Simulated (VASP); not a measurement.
# ZnSnP2 in VASP: notebook, part 2 of 2

VASP 6.6.1.

## (3) Relaxation of the atoms, PBEsol

Contents of INCAR:

```
SYSTEM = ZnSnP2
ALGO = Normal
DIPOL = 0.5 0.5 0.500
EDIFF = 1E-6
EDIFFG = -0.02
ENCUT = 520
GGA = PS
IBRION = 2
IDIPOL = 3
ISIF = 2
ISMEAR = 0
LASPH = .True.
LCHARG = .False.
LDIPOL = .True.
LREAL = Auto
LUSENCCL = .False.
LWAVE = .False.
NELM = 80
NSW = 80
PREC = Accurate
SIGMA = 0.03
```

Contents of KPOINTS:

```
k-points
0
Gamma
  4 4 1
  0 0 0
```

Contents of POSCAR:

```
ZnSnP2
1.0
    6.9009585500      0.0000000000      0.0000000000
    2.3152738200      6.5009796200      0.0000000000
    0.0000000000      0.0000000000     27.1241197200
P Zn Sn
14 7 7
Direct
    0.3869885000      0.8630115000      0.2765066700
    0.8630115000      0.3869885000      0.2835391900
    0.3630115000      0.3869885000      0.3498323600
    0.8869885000      0.8630115000      0.3568648800
    0.8869885000      0.3630115000      0.4231580500
    0.3630115000      0.8869885000      0.4301905700
    0.8630115000      0.8869885000      0.4964837400
    0.3869885000      0.3630115000      0.5035162600
    0.3869885000      0.8630115000      0.5698094300
    0.8630115000      0.3869885000      0.5768419500
    0.3630115000      0.3869885000      0.6431351200
    0.8869885000      0.8630115000      0.6501676400
    0.8869885000      0.3630115000      0.7164608100
    0.3630115000      0.8869885000      0.7234933300
    0.5000000000      0.5000000000      0.2800229300
    0.0000000000      0.5000000000      0.3533486200
    0.0000000000      0.0000000000      0.4266743100
    0.5000000000      0.0000000000      0.5000000000
    0.5000000000      0.5000000000      0.5733256900
    0.0000000000      0.5000000000      0.6466513800
    0.0000000000      0.0000000000      0.7199770700
    0.0000000000      0.0000000000      0.2800229300
    0.5000000000      0.0000000000      0.3533486200
    0.5000000000      0.5000000000      0.4266743100
    0.0000000000      0.5000000000      0.5000000000
    0.0000000000      0.0000000000      0.5733256900
    0.5000000000      0.0000000000      0.6466513800
    0.5000000000      0.5000000000      0.7199770700
```

Potentials or basis: VASP PAW PBE potentials, release 64 (P, Zn, Sn_d).

Launch:

```
> cat potpaw_PBE.64/P/POTCAR potpaw_PBE.64/Zn/POTCAR potpaw_PBE.64/Sn_d/POTCAR > POTCAR
> mpirun -np 1 vasp_std > vasp.out
```

OUTCAR:

```text
SYSTEM = ZnSnP2
   EDIFF = 1E-6
   EDIFFG = -0.02
   ENCUT = 520
   GGA = PS
   IBRION = 2
   ISIF = 2
   ISMEAR = 0
   LASPH = .True.
   LREAL = Auto
   NELM = 80
   NSW = 80
   PREC = Accurate

 ion  position               nearest neighbor table
   1  0.387  0.863  0.277-  15 2.36  23 2.52  22 2.52
   2  0.863  0.387  0.284-  16 2.36  15 2.36  22 2.52
   3  0.363  0.387  0.350-  15 2.36  16 2.36  24 2.52  23 2.52
   4  0.887  0.863  0.357-  17 2.36  16 2.36  22 2.52  23 2.52
   5  0.887  0.363  0.423-  16 2.36  17 2.36  25 2.52  24 2.52
   6  0.363  0.887  0.430-  18 2.36  17 2.36  23 2.52  24 2.52
   7  0.863  0.887  0.496-  17 2.36  18 2.36  26 2.52  25 2.52
   8  0.387  0.363  0.504-  19 2.36  18 2.36  24 2.52  25 2.52
   9  0.387  0.863  0.570-  18 2.36  19 2.36  27 2.52  26 2.52
  10  0.863  0.387  0.577-  20 2.36  19 2.36  25 2.52  26 2.52
  11  0.363  0.387  0.643-  19 2.36  20 2.36  28 2.52  27 2.52
  12  0.887  0.863  0.650-  21 2.36  20 2.36  26 2.52  27 2.52
  13  0.887  0.363  0.716-  20 2.36  21 2.36  28 2.52
  14  0.363  0.887  0.723-  21 2.36  27 2.52  28 2.52
  15  0.500  0.500  0.280-   3 2.36   1 2.36   2 2.36
  16  0.000  0.500  0.353-   5 2.36   2 2.36   4 2.36   3 2.36
  17  0.000  0.000  0.427-   4 2.36   7 2.36   5 2.36   6 2.36
  18  0.500  0.000  0.500-   9 2.36   6 2.36   8 2.36   7 2.36
  19  0.500  0.500  0.573-   8 2.36  11 2.36   9 2.36  10 2.36
  20  0.000  0.500  0.647-  13 2.36  10 2.36  12 2.36  11 2.36
  21  0.000  0.000  0.720-  12 2.36  13 2.36  14 2.36
  22  0.000  0.000  0.280-   4 2.52   2 2.52   1 2.52
  23  0.500  0.000  0.353-   1 2.52   6 2.52   3 2.52   4 2.52
  24  0.500  0.500  0.427-   8 2.52   3 2.52   6 2.52   5 2.52
  25  0.000  0.500  0.500-   5 2.52  10 2.52   7 2.52   8 2.52
  26  0.000  0.000  0.573-  12 2.52   7 2.52  10 2.52   9 2.52
  27  0.500  0.000  0.647-   9 2.52  14 2.52  11 2.52  12 2.52
  28  0.500  0.500  0.720-  11 2.52  14 2.52  13 2.52

  LATTYP: Found a base centered orthorhombic cell.
 ALAT       =     7.9555792035
 B/A-ratio  =     1.4176682449
 C/A-ratio  =     3.4094462548

  Lattice vectors:

 A1 = (  -2.3152738200,  -6.5009796200,   0.0000000000)
[... 219 lines left out ...]

  FORCE on cell =-STRESS in cart. coord.  units (eV):
  Direction    XX          YY          ZZ          XY          YZ          ZX
  --------------------------------------------------------------------------------------
  -------------------------------------------------------------------------------------
  Total       -5.1251757     -4.9445407     -0.3419312     -0.2535995     -0.4626297      0.3263313
  in kB       -6.7480061     -6.5101750     -0.4501999     -0.3338990     -0.6091163      0.4296605
  external PRESSURE =      -4.5694603 kB  Pullay stress =       0.0000000 kB
[... 167 lines left out ...]
  FREE ENERGIE OF THE ION-ELECTRON SYSTEM (eV)
  ---------------------------------------------------
  free  energy   TOTEN  =      -120.8902851279 eV

  energy  without entropy=     -120.8902851279  energy(sigma->0) =     -120.89028513

 dipolmoment           0.000000      0.000000     -0.000000 electrons x Angstroem

[... ionic steps 4 to 20 ...]

--------------------------------------- Ionic step       21  -------------------------------------------

 number of electron     252.0000024 magnetization

------------------------ aborting loop because EDIFF is reached ----------------------------------------
[... 119 lines left out ...]
--------------------------------------- Ionic step       23  -------------------------------------------

 number of electron     252.0000026 magnetization

 dipolmoment           0.000000      0.000000      0.000000 electrons x Angstroem

 Free energy of the ion-electron system (eV)
  ---------------------------------------------------
  ext. energy  EPLUGINS =         0.00000000
  ---------------------------------------------------
  free energy    TOTEN  =      -122.05732298 eV

  energy without entropy =     -122.05732298  energy(sigma->0) =     -122.05732298

 E-fermi :   0.0464     XC(G=0):  -5.5096

 val. band max:       -0.0901818081   @ k =   0.0000   0.0000   0.0000
 cond. band min:       0.3773267911   @ k =   0.5000   0.5000   0.0000
 fundamental gap:      0.4675085992
 Fermi energy:         0.0464452058

 k-point     1 :       0.0000    0.0000    0.0000
  band No.  band energies     occupation
      1     -21.7461      2.00000
      2     -21.7461      2.00000
      3     -21.6644      2.00000
      4     -21.6644      2.00000
      5     -21.6282      2.00000
      6     -21.6282      2.00000
[... 976 lines left out ...]
    137       2.2542      0.00000
    138       2.2764      0.00000
 [bands above 138 left out]

------------------------ aborting loop because EDIFF is reached ----------------------------------------

 vacuum level on the upper side and lower side of the slab       (xc-potential included)        -0.008        -0.008

  FORCE on cell =-STRESS in cart. coord.  units (eV):
  Direction    XX          YY          ZZ          XY          YZ          ZX
  --------------------------------------------------------------------------------------
  -------------------------------------------------------------------------------------
  Total       -2.6863706     -3.4747941     -0.6467297      1.1068939      0.0039435     -0.0027813
  in kB       -3.5369802     -4.5750493     -0.8515095      1.4573797      0.0051922     -0.0036620
  external PRESSURE =      -2.9878463 kB  Pullay stress =       0.0000000 kB
[... 43 lines left out ...]
  FREE ENERGIE OF THE ION-ELECTRON SYSTEM (eV)
  ---------------------------------------------------
  free  energy   TOTEN  =      -122.0573229776 eV

  energy  without entropy=     -122.0573229776  energy(sigma->0) =     -122.05732298

 reached required accuracy - stopping structural energy minimisation

 vacuum level on the upper side and lower side of the slab         5.031         5.031
```

OSZICAR:

```text
N       E                     dE             d eps       ncg     rms          rms(c)
DAV:   1     0.235445868481E+04    0.23545E+04   -0.10762E+05  2170   0.168E+03
DAV:   2     0.251064841412E+03   -0.21034E+04   -0.20405E+04  2274   0.420E+02
DAV:   3    -0.991587929932E+02   -0.35022E+03   -0.34135E+03  2331   0.194E+02
[... 275 lines left out ...]
DAV:   1    -0.122056771691E+03    0.26130E-03   -0.29321E-01  2266   0.137E+00    0.971E-02
DAV:   2    -0.122057327238E+03   -0.55555E-03   -0.58262E-03  2828   0.246E-01    0.353E-02
DAV:   3    -0.122057324514E+03    0.27247E-05   -0.14922E-04  2684   0.789E-02    0.285E-02
DAV:   4    -0.122057323189E+03    0.13249E-05   -0.20047E-05  2644   0.434E-02    0.199E-02
DAV:   5    -0.122057322978E+03    0.21110E-06   -0.89620E-06  2188   0.153E-02
  23 F= -.12205732E+03 E0= -.12205732E+03  d E =-.290090E-03
```

Run time: 60 min. Hardware: 1 × NVIDIA H100 80GB with 1 thread of AMD EPYC 7R13 (Zen 3), shared host; peak memory 2.3 GiB.

Results:

| Quantity | Value |
| --- | --- |
| Free energy | -122.0573 eV |
| Energy gained by relaxing | 80.3 meV/atom |
| Ionic steps | 23 |
| Largest force after relaxing | 0.016 eV/Å |
| Band gap on the k mesh | 0.47 eV, indirect (least direct gap 0.89 eV) |

Forces in eV/Å, atoms in the order of the input:
```
P   -0.002  0.002  0.007
P   -0.007  0.005  0.006
P    0.001 -0.006  0.000
P   -0.001  0.003 -0.003
P   -0.010  0.004  0.011
P   -0.007 -0.001  0.002
P    0.004  0.000  0.002
P    0.001  0.004 -0.002
P   -0.003 -0.006 -0.002
P    0.001 -0.011 -0.011
P    0.002 -0.002  0.003
P   -0.005  0.002  0.000
P    0.003 -0.008 -0.006
P    0.001 -0.003 -0.007
Zn  -0.003 -0.004  0.006
Zn   0.007  0.001  0.005
Zn   0.004 -0.004  0.004
Zn  -0.002 -0.002  0.000
Zn  -0.002  0.005 -0.004
Zn   0.003  0.006 -0.005
Zn  -0.004 -0.001 -0.006
Sn  -0.004 -0.004  0.006
Sn   0.007  0.012  0.005
Sn  -0.006  0.004  0.006
Sn   0.013  0.009  0.000
Sn   0.002 -0.008 -0.006
Sn   0.014  0.002 -0.005
Sn  -0.005 -0.002 -0.006
```

Step by step:
```
step  energy change (eV)  largest force (eV/Å)  pressure (GPa)
   1              0.0000                1.5155           -0.46
   2             -0.4980                1.2169           -0.40
   3             -1.0817                1.3958           -0.16
   4             -1.4565                1.0997           -0.24
   5             -1.8526                0.8339           -0.47
   6             -2.0464                0.4135           -0.51
   7             -2.0800                0.3816           -0.51
   8             -2.1484                0.2509           -0.47
   9             -2.1681                0.2405           -0.42
  10             -2.2058                0.1499           -0.39
  11             -2.2185                0.1764           -0.37
  12             -2.2189                0.1890           -0.36
  13             -2.2344                0.1197           -0.38
  14             -2.2346                0.1391           -0.38
  15             -2.2407                0.0532           -0.35
  16             -2.2409                0.0792           -0.35
  17             -2.2450                0.0451           -0.33
  18             -2.2455                0.0483           -0.32
  19             -2.2475                0.0284           -0.32
  20             -2.2478                0.0286           -0.32
  21             -2.2484                0.0263           -0.32
  22             -2.2484                0.0245           -0.32
  23             -2.2487                0.0161           -0.30
```

Final structure:
```cif
data_structure
_symmetry_space_group_name_H-M 'P 1'
_symmetry_Int_Tables_number 1
_cell_length_a 6.9010
_cell_length_b 6.9010
_cell_length_c 27.1241
_cell_angle_alpha 90.000
_cell_angle_beta 90.000
_cell_angle_gamma 70.397
_cell_volume 1216.87
loop_
_atom_site_label
_atom_site_type_symbol
_atom_site_fract_x
_atom_site_fract_y
_atom_site_fract_z
_atom_site_occupancy
P1 P 0.38760 0.87178 0.27324 1
P2 P 0.87208 0.39775 0.27078 1
P3 P 0.35389 0.38210 0.35043 1
P4 P 0.88354 0.84761 0.35655 1
P5 P 0.87970 0.35721 0.42206 1
P6 P 0.35900 0.88250 0.42988 1
P7 P 0.85667 0.87898 0.49587 1
P8 P 0.37898 0.35667 0.50413 1
P9 P 0.38250 0.85900 0.57012 1
P10 P 0.85721 0.37970 0.57794 1
P11 P 0.34761 0.38354 0.64345 1
P12 P 0.88210 0.85389 0.64957 1
P13 P 0.89775 0.37208 0.72922 1
P14 P 0.37178 0.88760 0.72676 1
Zn1 Zn 0.53391 0.52321 0.29691 1
Zn2 Zn 0.98880 0.48330 0.34834 1
Zn3 Zn 0.99602 0.99242 0.42676 1
Zn4 Zn 0.49391 0.99391 0.50000 1
Zn5 Zn 0.49242 0.49602 0.57324 1
Zn6 Zn 0.98330 0.48880 0.65166 1
Zn7 Zn 0.02321 0.03391 0.70309 1
Sn1 Sn 0.01759 0.04079 0.29546 1
Sn2 Sn 0.49704 0.99460 0.35240 1
Sn3 Sn 0.49176 0.49493 0.42746 1
Sn4 Sn 0.99131 0.49131 0.50000 1
Sn5 Sn 0.99493 0.99176 0.57254 1
Sn6 Sn 0.49460 0.99704 0.64760 1
Sn7 Sn 0.54079 0.51759 0.70454 1
```

Caveat: the PAW data sets were made with another functional, which shifts forces and pressure a little; spin-orbit coupling is left out, which moves the levels of the heavy elements.

## (4) Single point, PBEsol

Contents of INCAR:

```
SYSTEM = ZnSnP2
PREC = Accurate
ENCUT = 520
EDIFF = 1E-6
ISMEAR = 0
SIGMA = 0.03
LREAL = Auto
LASPH = .TRUE.
NELM = 80
ALGO = Fast
ISIF = 2
LWAVE = .FALSE.
LCHARG = .FALSE.
LDIPOL = .TRUE.
IDIPOL = 3
DIPOL = 0.5 0.5 0.500
GGA = PS
LVHAR = .TRUE.
LVACPOTAV = .TRUE.
ICORELEVEL = 1
LUSENCCL = .FALSE.
```

Contents of KPOINTS:

```
regular mesh
0
G
  4 4 1
  0 0 0
```

Contents of POSCAR:

```
ZnSnP2                                  
1.0
    6.9009585500      0.0000000000      0.0000000000
    2.3152738200      6.5009796200      0.0000000000
    0.0000000000      0.0000000000     27.1241197200
  P               Zn              Sn            
    14     7     7
Direct
     0.3876013424183192    0.8717797678511023    0.2732433460907977
     0.8720775170375589    0.3977508508764382    0.2707807855072434
     0.3538850800633514    0.3821030462850512    0.3504306091039190
     0.8835355045822574    0.8476141522188855    0.3565493231621734
     0.8796963418427799    0.3572128471516322    0.4220576051481438
     0.3590009191101378    0.8824998509382802    0.4298827309530639
     0.8566712139840796    0.8789831419310037    0.4958712755794977
     0.3789831419310037    0.3566712139840796    0.5041287244205021
     0.3824998509382801    0.8590009191101379    0.5701172690469363
     0.8572128471516323    0.3796963418427795    0.5779423948518564
     0.3476141522188854    0.3835355045822574    0.6434506768378265
     0.8821030462850509    0.8538850800633514    0.6495693908960810
     0.8977508508764384    0.3720775170375592    0.7292192144927566
     0.3717797678511022    0.8876013424183189    0.7267566539092024
     0.5339074360291356    0.5232065079865369    0.2969079697628376
     0.9888027207381753    0.4832965737076042    0.3483367348366537
     0.9960247654293652    0.9924208805301422    0.4267642007509343
     0.4939075418747281    0.9939075418747282    0.5000000000000000
     0.4924208805301422    0.4960247654293653    0.5732357992490655
     0.9832965737076041    0.4888027207381749    0.6516632651633464
     0.0232065079865369    0.0339074360291356    0.7030920302371623
     0.0175891835328314    0.0407866939277329    0.2954608194244728
     0.4970375255627186    0.9946039398439147    0.3524013923281466
     0.4917610335360029    0.4949308881517904    0.4274636157159643
     0.9913127328584448    0.4913127328584450    0.5000000000000000
     0.9949308881517903    0.9917610335360028    0.5725363842840356
     0.4946039398439147    0.9970375255627185    0.6475986076718534
     0.5407866939277327    0.5175891835328316    0.7045391805755272
```

Launch:

```
> cat potpaw_PBE.64/P/POTCAR potpaw_PBE.64/Zn/POTCAR potpaw_PBE.64/Sn_d/POTCAR > POTCAR
> mpirun -np 1 vasp_std > vasp.out
```

Run time: 7.8 min. Hardware: 1 × NVIDIA H100 80GB with 1 thread of AMD EPYC 7R13 (Zen 3), shared host; peak memory 2.3 GiB.

The run converged. Its results:

| Item | Value |
| --- | --- |
| Free energy | -122.0573 eV |
| Largest force | 0.015 eV/Å |
| Band gap on the k mesh | 0.47 eV, indirect (least direct gap 0.89 eV) |
| Ionisation potential of the upper face | 5.13 eV |

Forces in eV/Å, atoms in the order of the input:
```
P   -0.002  0.002  0.007
P   -0.007  0.005  0.006
P    0.001 -0.005  0.000
P   -0.001  0.003 -0.003
P   -0.010  0.004  0.011
P   -0.007 -0.001  0.002
P    0.004  0.000  0.002
P    0.001  0.004 -0.002
P   -0.003 -0.006 -0.002
P    0.001 -0.011 -0.011
P    0.002 -0.002  0.003
P   -0.005  0.002  0.000
P    0.003 -0.008 -0.006
P    0.001 -0.003 -0.007
Zn  -0.003 -0.003  0.007
Zn   0.007  0.001  0.006
Zn   0.004 -0.003  0.004
Zn  -0.002 -0.002  0.000
Zn  -0.002  0.005 -0.004
Zn   0.003  0.006 -0.006
Zn  -0.004 -0.001 -0.007
Sn  -0.004 -0.004  0.006
Sn   0.007  0.012  0.006
Sn  -0.007  0.004  0.006
Sn   0.012  0.008  0.000
Sn   0.002 -0.008 -0.006
Sn   0.014  0.003 -0.006
Sn  -0.005 -0.002 -0.006
```

Levels at points of the mesh, in eV from the valence-band top:
```tsv
k point	band 124	band 125	band 126	band 127	band 128	band 129
(0.00, 0.00, 0.00)	-0.27	-0.13	0.00	0.89	0.96	1.31
(0.50, 0.00, 0.00)	-0.66	-0.54	-0.50	1.07	1.15	1.78
(0.50, 0.50, 0.00)	-0.75	-0.74	-0.64	0.47	0.62	1.28
```

Core levels (eV, on the scale of the bands):
```csv
atom,levels
1 P,"1s -2077.7, 2s -167.8, 2p -118.3"
2 P,"1s -2077.5, 2s -167.6, 2p -118.1"
3 P,"1s -2077.9, 2s -168.1, 2p -118.6"
4 P,"1s -2078.1, 2s -168.2, 2p -118.7"
5 P,"1s -2078.0, 2s -168.1, 2p -118.6"
6 P,"1s -2077.9, 2s -168.1, 2p -118.5"
```

Caveat: the PAW data sets were made with another functional, which shifts forces and pressure a little; spin-orbit coupling is left out, which moves the levels of the heavy elements.
